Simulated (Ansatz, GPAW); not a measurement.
Given: the input of a run of Ansatz 0.2.0 on Sn. 

The input input.yaml:

```yaml
crystal:
  lattice:
    - [-2.9401404553, 2.9401404553, 1.5993019889]
    - [2.9401404553, -2.9401404553, 1.5993019889]
    - [2.9401404553, 2.9401404553, -1.5993019889]
  atoms:
    - { symbol: Sn, position: [0.0, 0.0, 0.0] }
    - { symbol: Sn, position: [0.75, 0.25, 0.5] }
kpoints:
  mp_grid: { grid: [9, 9, 9] }
scf:
  occupations: { method: gaussian, width: 0.027 }
hamiltonian:
  xc: pbe
  pseudopotentials: { kind: all_electron, lapw: { basis_error: 0.001 } }
output:
  forces: true
  stress: true
  eigenvalues: true
```

Potentials or basis: all-electron LAPW, scalar-relativistic.

The run is started by

```bash
$ ansatz run input.yaml --threads 1 --pin off --max-ram 3072MiB --backend cpu --events-out ev --progress --plain --runs-dir out
```

**Question.** What does the same run look like in GPAW 26.7.0 (ASE script)? Potentials or basis there: GPAW PAW data sets (gpaw-data 1.2.1), cutoff 600 eV.

**Answer.** As run (cutoffs and basis follow the program's own potentials, and thresholds, step limits or extra output files can differ):

Contents of run.py:

```python
from ase import Atoms
from ase.dft.bandgap import bandgap
from ase.io import write
from ase.units import Bohr, GPa
from gpaw import GPAW, PW
from gpaw.elf import elf_from_dft_calculation

atoms = Atoms(['Sn', 'Sn'],
              cell=[[-2.9401404553, 2.9401404553, 1.5993019889],
                    [2.9401404553, -2.9401404553, 1.5993019889],
                    [2.9401404553, 2.9401404553, -1.5993019889]],
              scaled_positions=[[0.0, 0.0, 0.0],
                                [0.75, 0.25, 0.5]],
              pbc=True)

calc = GPAW(mode=PW(600),
            xc='PBE',
            kpts={'size': (9, 9, 9), 'gamma': True},
            occupations={'name': 'methfessel-paxton', 'order': 0, 'width': 0.027000000000000003},
            nbands=24,
            convergence={'density': 1e-05, 'energy': 1e-05},
            maxiter=150,
            txt='gpaw.txt')
atoms.calc = calc
energy = atoms.get_potential_energy()
forces = atoms.get_forces()
stress = atoms.get_stress()
calc.write('gs.gpw')
write('result.traj', atoms)
print(f'Energy: {energy:.6f} eV')
print('Forces (eV/A):')
print(forces.round(4))
print('Stress (GPa):', (stress / GPa).round(3))
print('Fermi level:', round(calc.get_fermi_level(), 4), 'eV')
print(f'Gap: {bandgap(calc)[0]:.4f} eV, direct: {bandgap(calc, direct=True)[0]:.4f} eV')

# fields on the real-space grid
write('density.cube', atoms, data=calc.get_pseudo_density() * Bohr**3)
write('potential.cube', atoms, data=calc.get_electrostatic_potential())
write('elf.cube', atoms, data=elf_from_dft_calculation(calc).data)
```

Potentials or basis: GPAW PAW data sets (gpaw-data 1.2.1), pw.

Launch:

```bash
$ OMP_NUM_THREADS=1 python run.py
```

Both were run:

|  | Ansatz | GPAW |
| --- | --- | --- |
| Pressure | 1.4 GPa | 1.1 GPa |

Where Ansatz's input types no cutoff or centring, it takes its own default and a Γ-centred mesh.

Pressure is positive in compression.
